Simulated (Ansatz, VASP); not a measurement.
# Two plane-wave programs on Tl

INCAR

```
SYSTEM = Tl
  PREC = Accurate
  ENCUT = 600
  EDIFF = 1E-7
  ISMEAR = -1
  SIGMA = 0.1
  LREAL = .FALSE.
  LASPH = .TRUE.
  NELM = 60
  ALGO = Normal
  ISIF = 3
  LWAVE = .FALSE.
  LCHARG = .FALSE.
  GGA = RP
  IBRION = 2
  NSW = 80
  EDIFFG = -0.01
```

The input KPOINTS:

```
regular mesh
0
G
  12 12 12
  0 0 0
```

POSCAR

```
Tl
1.0
   -1.9137783729      1.9137783729      1.9137783729
    1.9137783729     -1.9137783729      1.9137783729
    1.9137783729      1.9137783729     -1.9137783729
Tl
1
Direct
    0.0000000000      0.0000000000      0.0000000000
```

Input for Ansatz:

```yaml
crystal:
  lattice:
    - [-1.9137783729, 1.9137783729, 1.9137783729]
    - [1.9137783729, -1.9137783729, 1.9137783729]
    - [1.9137783729, 1.9137783729, -1.9137783729]
  atoms:
    - { symbol: Tl, position: [0.0, 0.0, 0.0] }
hamiltonian:
  xc: rpbe
  pseudopotentials:
    kind: paw
    azcp:
      Tl: "pseudopotentials/Tl.paw.azcp"
basis:
  ecutwfc: 420
  fft_grid_basis: typed
kpoints:
  mp_grid: { grid: [12, 12, 12], shift: [0, 0, 0] }
magnetization:
  spin_polarized: false
scf:
  occupations: { method: fermi_dirac, width: 0.1 }
relax:
  max_steps: 60
  f_tol: 0.01
  cell: {}
```

The cell was built by a generator and needn't be a form met in nature.

Alike in both runs: task relaxation of cell and atoms; functional RPBE; k mesh 12 × 12 × 12; occupations fermi-dirac, width 0.1 eV; no spin polarisation.

```csv
,VASP,Ansatz
version,VASP 6.6.1,Ansatz 0.2.0
potentials or method,"VASP PAW PBE potentials, release 64 (Tl_d)","plane waves (420 eV) with PAW, scalar-relativistic"
plane-wave cutoff (eV),600,420
valence electrons in the cell,13,13
```

VASP gave:

| Quantity | Value |
| --- | --- |
| relaxed volume (Å³/atom) | 33.71 |
| relaxed cell length with the largest relative difference (Å) | 3.525 |
| energy change over the relaxation (meV/atom) | -88 |

Task: Estimate Ansatz's values.

Result: Relaxed volume (Å³/atom): 33.82; relaxed cell length with the largest relative difference (Å): 3.529; energy change over the relaxation (meV/atom): -89.

Caveats: the volume moved by over 15 % at a fixed basis, so the end points are rough (VASP); the PAW data sets were made with another functional, which shifts forces and pressure a little (VASP). The runs have no spin-orbit coupling, so splittings on Tl are missing.
